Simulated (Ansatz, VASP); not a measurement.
## Two plane-wave programs on Al

File INCAR:

```
SYSTEM = Al
PREC = Accurate
ENCUT = 600
EDIFF = 1E-7
ISMEAR = 0
SIGMA = 0.1
LREAL = .FALSE.
LASPH = .TRUE.
NELM = 60
ALGO = Fast
ISIF = 3
LWAVE = .FALSE.
LCHARG = .FALSE.
GGA = PE
IBRION = 2
NSW = 100
EDIFFG = -0.01
```

KPOINTS

```
regular mesh
0
G
  15 15 20
  0 0 0
```

Contents of POSCAR:

```
Al
1.0
    4.5491700249      0.0000000000      0.0000000000
   -2.2745850125      3.9396968077      0.0000000000
    0.0000000000      0.0000000000      2.7527316248
Al
2
Direct
    0.3333333333      0.6666666667      0.5000000000
    0.6666666667      0.3333333333      0.5000000000
```

Input for Ansatz:

```yaml
crystal:
  lattice:
    - [4.5491700249, 0.0, 0.0]
    - [-2.2745850125, 3.9396968077, 0.0]
    - [0.0, 0.0, 2.7527316248]
  atoms:
    - { symbol: Al, position: [0.3333333333, 0.6666666667, 0.5] }
    - { symbol: Al, position: [0.6666666667, 0.3333333333, 0.5] }
basis:
  ecutwfc: 420
kpoints:
  mp_grid: { grid: [15, 15, 20] }
hamiltonian:
  xc: pbe
scf:
  occupations: { method: gaussian, width: 0.1 }
output:
  forces: true
  stress: true
  eigenvalues: true
relax:
  adjacent_minimum: "off"
  f_tol: 0.01
  max_steps: 80
  cell: { stress_tol: 0.05 }
```

Alike in both runs: task relaxation of cell and atoms; functional PBE; k mesh 15 × 15 × 20; occupations gaussian, width 0.1 eV; no spin polarisation.

```csv
,VASP,Ansatz
version,VASP 6.6.1,Ansatz 0.2.0
potentials or method,"VASP PAW PBE potentials, release 64 (Al)","scalar-relativistic, plane waves, PAW"
plane-wave cutoff (eV),600,420
valence electrons in the cell,6,6
```

Ansatz gave:

| Property | Result |
| --- | --- |
| gap on the k mesh at the Fermi level, each at its own relaxed structure (eV) | none |
| relaxed volume (Å³/atom) | 24.65 |
| relaxed cell length with the largest relative difference (Å) | 4.547 |

**Question.** Which values does VASP return?

**Answer.** gap on the k mesh at the Fermi level, each at its own relaxed structure (eV): none; relaxed volume (Å³/atom): 24.64; relaxed cell length with the largest relative difference (Å): 4.546.

A gap of «none» marks a metal or a gap that the smearing closes.
